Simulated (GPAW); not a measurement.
## P in GPAW: convergence with empty bands an atom in the response

Input of the first run (empty bands an atom in the response 2); the others differ in this setting and in those tied to it:

The input run.py:

```python
import numpy as np
from ase.dft.bandgap import bandgap
from ase.io import write
from ase.spacegroup import crystal
from gpaw import GPAW, PW
from gpaw.response.df import DielectricFunction

# P 8f
atoms = crystal(['P'],
                basis=[[0.5, 0.59585687, 0.58881517]],
                spacegroup=64, setting=1,  # Cmce
                cellpar=[3.29548625, 10.93007545, 4.54363559, 90.0, 90.0, 90.0],
                primitive_cell=True)

calc = GPAW(mode=PW(400),
            xc='LDA',
            kpts={'size': (7, 7, 5), 'gamma': True},
            occupations={'name': 'fermi-dirac', 'width': 0.001},
            nbands=21,
            convergence={'density': 1e-06},
            maxiter=150,
            txt='gpaw.txt')
atoms.calc = calc
energy = atoms.get_potential_energy()
calc.write('gs.gpw')
write('result.traj', atoms)
print(f'Energy: {energy:.6f} eV')
print('Fermi level:', round(calc.get_fermi_level(), 4), 'eV')
print(f'Gap: {bandgap(calc)[0]:.4f} eV, direct: {bandgap(calc, direct=True)[0]:.4f} eV')

for size in [(8, 8, 6)]:
    name = 'x'.join(str(n) for n in size)
    dense = calc.fixed_density(kpts={'size': size, 'gamma': True},
                               nbands=24, convergence={'bands': 18, 'eigenstates': 1e-7},
                               update_fermi_level=True, txt=f'dense-{name}.txt')
    dense.write(f'{name}.gpw', mode='all')
    df = DielectricFunction(f'{name}.gpw', frequencies=np.array([0.0]), hilbert=False, eta=0.001,
                            ecut=80, nbands=18, intraband=False, txt=f'df-{name}.txt')
    for xc in ['RPA']:
        for direction in ['x', 'y', 'z', [0, 1, 1], [1, 0, 1], [1, 1, 0]]:
            e0, e = df.get_macroscopic_dielectric_constant(xc=xc, direction=direction)
            print(f'{name} {xc} {direction}: {e0:.4f} without, {e:.4f} with local fields')
```

Potentials or basis: the program's PAW data sets (release 1.2.1) made for this functional, pw.

Launch:

```bash
$ OMP_NUM_THREADS=1 python run.py
```

Hardware: 1 thread of Arm Neoverse V1 (shared host).

```
empty bands an atom in the response  dielectric constant  SCF cycles  CPU time (s)  peak memory (GiB)
                                  2             5578.422          12           150               0.37
                                  3             5588.928          12           190               0.39
                                  5             5599.986          12           260               0.41
                                  8             5608.913          12           360               0.45
                                 12             5614.927          12           470                0.5
                                 18             5618.427          12           790               0.57
                                 26             5620.812          12          1400               0.67
```

Not settled before the last step: the dielectric constant (to 0.05). The tightest run that finished is the yardstick and may itself not be fully converged.

Caveat, for the tightest run too: the gap is small at this level, which inflates the dielectric constant; the long-wavelength limit can be off by a per cent or two; the program warned that so skewed a cell can give wrong results.
